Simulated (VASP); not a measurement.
# TiB2 (P6/mmm) in VASP: relaxation of cell and atoms with r2SCAN

Aim: the relaxation of cell and atoms of TiB2 with r2SCAN.

All numbers are computed with VASP 6.6.1; they aren't measurements. Logs are shortened: lines on timing, memory, paths and dates and some standing lists are left out, and cuts for length are marked.

## 1. Starting point

It takes space group P6/mmm (No. 191, hexagonal). Conventional cell: a = 3.029 Å, b = 3.029 Å, c = 3.228 Å, α = 90.00°, β = 90.00°, γ = 120.00°. Ti (site symmetry 6/mmm) is surrounded by 12 B at 2.38 Å. Around B (site symmetry -6m2) lie 3 B at 1.75 Å.

## 2. Relaxation of cell and atoms, r2SCAN

INCAR reads:

```
  ALGO = Normal
  EDIFF = 1E-6
  EDIFFG = -0.005
  ENCUT = 600
  IBRION = 2
  ISIF = 3
  ISMEAR = -1
  LASPH = True
  LCHARG = False
  LMIXTAU = True
  LREAL = False
  LWAVE = False
  METAGGA = R2SCAN
  NELM = 100
  NSW = 40
  PREC = Accurate
  SIGMA = 0.05
```

KPOINTS reads:

```
k-points
0
Gamma
  8 8 8
```

POSCAR reads:

```
TiB2
1.0
    3.0292000000      0.0000000000      0.0000000000
   -1.5146000000      2.6233641531      0.0000000000
    0.0000000000      0.0000000000      3.2284000000
Ti B
1 2
Direct
    0.0000000000      0.0000000000      0.0000000000
    0.6666666667      0.3333333333      0.5000000000
    0.3333333333      0.6666666667      0.5000000000
```

Potentials or basis: VASP PAW PBE potentials, release 64 (Ti_sv, B).

The run is started by

```sh
$ cat potpaw_PBE.64/Ti_sv/POTCAR potpaw_PBE.64/B/POTCAR > POTCAR
$ mpirun -np 1 vasp_std > vasp.out
```

OUTCAR:

```text
EDIFF = 1E-6
   EDIFFG = -0.005
   ENCUT = 600
   IBRION = 2
   ISIF = 3
   ISMEAR = -1
   LASPH = True
   LREAL = False
   METAGGA = R2SCAN
   NELM = 100
   NSW = 40
   PREC = Accurate

 ion  position               nearest neighbor table
   1  0.000  0.000  0.000-   2 2.38   3 2.38   2 2.38   3 2.38   3 2.38   3 2.38   2 2.38   2 2.38
                             2 2.38   2 2.38   3 2.38   3 2.38
   2  0.667  0.333  0.500-   3 1.75   3 1.75   3 1.75   1 2.38   1 2.38   1 2.38   1 2.38   1 2.38
                             1 2.38
   3  0.333  0.667  0.500-   2 1.75   2 1.75   2 1.75   1 2.38   1 2.38   1 2.38   1 2.38   1 2.38
                             1 2.38

  LATTYP: Found a hexagonal cell.
 ALAT       =     3.0292000000
 C/A-ratio  =     1.0657599366

  Lattice vectors:

 A1 = (   3.0292000000,   0.0000000000,   0.0000000000)
 A2 = (  -1.5146000000,   2.6233641531,   0.0000000000)
 A3 = (   0.0000000000,   0.0000000000,   3.2284000000)

Analysis of symmetry for initial positions (statically):
=====================================================================
 Subroutine PRICEL returns:
 Original cell was already a primitive cell.

 Routine SETGRP: Setting up the symmetry group for a
 hexagonal supercell.

 Subroutine GETGRP returns: Found 24 space group operations
 (whereof 24 operations were pure point group operations)
 out of a pool of 24 trial point group operations.

The static configuration has the point symmetry D_6h.

Analysis of symmetry for dynamics (positions and initial velocities):
=====================================================================
 Subroutine PRICEL returns:
 Original cell was already a primitive cell.

 Routine SETGRP: Setting up the symmetry group for a
 hexagonal supercell.

 Subroutine GETGRP returns: Found 24 space group operations
 (whereof 24 operations were pure point group operations)
 out of a pool of 24 trial point group operations.

The dynamic configuration has the point symmetry D_6h.

 Subroutine INISYM returns: Found 24 space group operations
 (whereof 24 operations are pure point group operations),
 and found     1 'primitive' translations

----------------------------------------------------------------------------------------

                                     Primitive cell

  volume of cell :      25.6551

[... 104 lines left out ...]
   EFERMI =   0.00;   METHOD = LEGACY
   ISMEAR =    -1;   SIGMA  =   0.05  broadening in eV -4-tet -1-fermi 0-gaus
   EFERMI_NEDOS =   21; number of points for ismear=-14 and -15
   IALGO  =     38    algorithm
   IMIX   =      4    mixing-type and parameters
     AMIX     =   0.40;   BMIX     =  1.00
     AMIX_MAG =   1.60;   BMIX_MAG =  1.00
  volume/ion in A,a.u.               =       8.55        57.71
  Fermi-wavevector in a.u.,A,eV,Ry     =   1.454703  2.748990 28.792122  2.116161
  Thomas-Fermi vector in A             =   2.571823
   LORBIT       =      0    0 simple, 1 ext, 2 COOP (PROOUT), +10 PAW based schemes
   METAGGA = R2SCAN    functional components
   LHFCALC =     F    Hartree Fock is set to
   AEXX    =    0.0000 exact exchange contribution
   IVDW    =     0    specifies the selected vdW correction
   LEPSILON=     F    determine dielectric tensor
   LRPA    =     F    only Hartree local field effects (RPA)
 conjugate gradient relaxation of ions
 non-spin polarized calculation
  energy-cutoff  :      600.00
  volume of cell :       25.66
 maximum number of plane-waves:       873
   NGX = 13   NGY = 13   NGZ = 13

--------------------------------------- Ionic step        1  -------------------------------------------

 number of electron      18.0000002 magnetization

 Free energy of the ion-electron system (eV)
  ---------------------------------------------------
  ext. energy  EPLUGINS =         0.00000000
  ---------------------------------------------------
  free energy    TOTEN  =       -30.97890509 eV

  energy without entropy =      -30.97688110  energy(sigma->0) =      -30.97789310

------------------------ aborting loop because EDIFF is reached ----------------------------------------

  FORCE on cell =-STRESS in cart. coord.  units (eV):
  Direction    XX          YY          ZZ          XY          YZ          ZX
  --------------------------------------------------------------------------------------
  -------------------------------------------------------------------------------------
  Total       -0.0282172     -0.0282172     -0.1507718      0.0000000      0.0000000      0.0000000
  in kB       -1.7621803     -1.7621803     -9.4157925      0.0000000      0.0000000      0.0000000
  external PRESSURE =      -4.3133844 kB  Pullay stress =       0.0000000 kB
[... 135 lines left out ...]
--------------------------------------- Ionic step        5  -------------------------------------------

 number of electron      18.0000003 magnetization

 Free energy of the ion-electron system (eV)
  ---------------------------------------------------
  ext. energy  EPLUGINS =         0.00000000
  ---------------------------------------------------
  free energy    TOTEN  =       -30.97905281 eV

  energy without entropy =      -30.97708398  energy(sigma->0) =      -30.97806840

 E-fermi :  10.1362     XC(G=0): -13.7550

 val. band max:        9.9449586136   @ k =   0.1250  -0.0000   0.5000
 cond. band min:      10.1548429001   @ k =   0.0000   0.0000   0.3750
 fundamental gap:      0.2098842865
 Fermi energy:        10.1361730204

 k-point     1 :       0.0000    0.0000    0.0000
  band No.  band energies     occupation
      1     -49.2218      2.00000
      2     -24.5415      2.00000
      3     -24.2070      2.00000
      4     -24.2070      2.00000
      5      -4.3261      2.00000
      6       7.3766      2.00000
      7       7.3766      2.00000
      8       7.5861      2.00000
      9       7.9792      2.00000
     10      12.1541      0.00000
     11      12.1541      0.00000
     12      14.0458      0.00000
     13      14.0458      0.00000
[... 354 lines left out ...]
  band No.  band energies     occupation
      1     -49.1655      2.00000
      2     -24.5737      2.00000
      3     -24.5529      2.00000
      4     -24.2784      2.00000
      5      -1.2955      2.00000
      6       2.4267      2.00000
      7       6.0424      2.00000
      8       6.0805      2.00000
      9       7.8910      2.00000
     10      11.9619      0.00000
     11      12.3209      0.00000
     12      13.6455      0.00000
     13      14.6450      0.00000

 [... further k-points ...]
[... 5 lines left out ...]
  --------------------------------------------------------------------------------------
  -------------------------------------------------------------------------------------
  Total       -0.0005593     -0.0005593      0.0016953      0.0000000      0.0000000     -0.0000000
  in kB       -0.0349936     -0.0349936      0.1060722      0.0000000      0.0000000     -0.0000000
  external PRESSURE =       0.0120283 kB  Pullay stress =       0.0000000 kB
[... 18 lines left out ...]
  FREE ENERGIE OF THE ION-ELECTRON SYSTEM (eV)
  ---------------------------------------------------
  free  energy   TOTEN  =       -30.9790528101 eV

  energy  without entropy=      -30.9770839838  energy(sigma->0) =      -30.97806840

 reached required accuracy - stopping structural energy minimisation
```

OSZICAR:

```text
N       E                     dE             d eps       ncg     rms          rms(c)
DAV:   1     0.135834916540E+03    0.13583E+03   -0.10614E+04  1300   0.182E+03
DAV:   2    -0.275880952299E+02   -0.16342E+03   -0.15879E+03  1340   0.434E+02
DAV:   3    -0.389523476401E+02   -0.11364E+02   -0.11214E+02  1820   0.105E+02
[... 50 lines left out ...]
DAV:   3    -0.309790510656E+02    0.19622E-05   -0.40143E-06  1444   0.234E-02    0.628E-03
DAV:   4    -0.309790537580E+02   -0.26924E-05   -0.13686E-06   862   0.128E-02    0.118E-03
DAV:   5    -0.309790518854E+02    0.18726E-05   -0.10866E-06   874   0.109E-02    0.131E-03
DAV:   6    -0.309790531851E+02   -0.12997E-05   -0.18856E-07   650   0.569E-03    0.780E-04
DAV:   7    -0.309790528101E+02    0.37500E-06   -0.43845E-08   650   0.261E-03
   5 F= -.30979053E+02 E0= -.30978068E+02  d E =-.151634E-04
```

It took 2 min on 1 thread of Intel Xeon 6975P-C (Granite Rapids), shared host; peak memory 0.16 GiB.

What came out:

```
Free energy                            : -30.9791 eV
Relaxed volume                         : 8.54 Å³/atom
Relaxed cell                           : a = 3.029 Å, b = 3.029 Å, c = 3.222 Å, α = 90.00°, β = 90.00°, γ = 120.00°
Space group after relaxing (to 0.05 Å) : P6/mmm (No. 191)
Energy gained by relaxing              : 0.0 meV/atom
Ionic steps                            : 5
Pressure after relaxing                : 0.0 GPa
Band gap on the k mesh                 : none (metal or under the smearing width)
```

The path:
| step | energy change (eV) | largest force (eV/Å) | pressure (GPa) | volume (Å³) |
| --- | --- | --- | --- | --- |
| 1 | 0.0000 | 0.0000 | -0.43 | 25.66 |
| 2 | -0.0001 | 0.0000 | 0.40 | 25.57 |
| 3 | -0.0001 | 0.0000 | 0.16 | 25.60 |
| 4 | -0.0001 | 0.0000 | -0.06 | 25.61 |
| 5 | -0.0001 | 0.0000 | 0.00 | 25.61 |

Final structure:
```
CELL_PARAMETERS angstrom
3.02942 0.00000 0.00000
-1.51471 2.62355 0.00000
0.00000 0.00000 3.22180
ATOMIC_POSITIONS crystal
Ti 0.00000 0.00000 0.00000
B 0.66667 0.33333 0.50000
B 0.33333 0.66667 0.50000
```

Levels at points of the mesh, in eV from the Fermi level:
```csv
k point,band 5,band 6,band 7,band 8,band 9,band 10,band 11,band 12,band 13
"(0.00, 0.00, 0.00)",-14.46,-2.76,-2.76,-2.55,-2.16,2.02,2.02,3.91,3.91
"(0.50, 0.00, 0.00)",-10.01,-9.99,-3.52,-3.42,-2.35,1.43,2.91,3.41,3.51
"(0.00, 0.00, 0.50)",-12.49,-8.11,-0.61,-0.61,-0.20,-0.20,0.51,0.51,1.83
"(0.50, 0.00, 0.50)",-10.50,-8.12,-4.94,-4.06,-3.49,2.68,3.10,4.68,4.83
```

Caveat: the PAW data sets were made with another functional, which shifts forces and pressure a little.
